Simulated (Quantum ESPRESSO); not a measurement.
Nb:

```xyz
1
Lattice="-1.6640 1.6640 1.6640 1.6640 -1.6640 1.6640 1.6640 1.6640 -1.6640" Properties=species:S:1:pos:R:3 pbc="T T T"
Nb    0.0000    0.0000    0.0000
```

Base run:

```yaml
Program: Quantum ESPRESSO 7.5
Functional: LDA
Potentials_or_basis: PseudoDojo 0.4.1 SR LDA standard
Cutoff: 1116 eV
Density_cutoff: 4463 eV
k_mesh: 11 × 11 × 11
Occupations: fermi-dirac, width 0.05 eV
Spin: no spin polarisation
```

Its results: band gap on the k mesh none (metal or under the smearing width); pressure -11.4 GPa.

Q: The run is repeated on the same cell with these changes: functional from LDA to PBE; potentials or basis from PseudoDojo 0.4.1 SR LDA standard to PseudoDojo 0.4.1 SR PBE standard. What comes out?

A: Band gap on the k mesh none (metal or under the smearing width); pressure -1.8 GPa.
